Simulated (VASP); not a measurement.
A run of VASP 6.6.1 is set up as follows.

File INCAR:

```
SYSTEM = Rh
AGGAC = 1.0
AGGAX = 1.0
ALDAC = 0.0
ALDAX = 1.0
ALGO = Fast
EDIFF = 1E-6
ENCUT = 520
GGA = B5
ISIF = 2
ISMEAR = -1
LASPH = .True.
LCHARG = .False.
LREAL = .False.
LWAVE = .False.
NBANDS = 14
NELM = 80
PREC = Accurate
SIGMA = 0.1
```

Contents of KPOINTS:

```
k-points
0
Gamma
  16 16 16
  0 0 0
```

File POSCAR:

```
Rh
1.0
   -1.6248173137      1.6248173137      1.6248173137
    1.6248173137     -1.6248173137      1.6248173137
    1.6248173137      1.6248173137     -1.6248173137
Rh
1
Direct
    0.0000000000      0.0000000000      0.0000000000
```

Potentials or basis: VASP PAW PBE potentials, release 64 (Rh_pv).

Run with:

```sh
$ cat potpaw_PBE.64/Rh_pv/POTCAR > POTCAR
$ mpirun -np 1 vasp_std > vasp.out
```

Question: Estimate the band gap on the k mesh.

Answer: None (metal or under the smearing width).

Question: What does it give for the pressure?

Answer: -15.9 GPa.

Caveat: so large a pressure means that the cell lies far from this level's equilibrium, or that cutoff or potentials fall short; the potentials were made for another functional, which shifts forces and pressure.
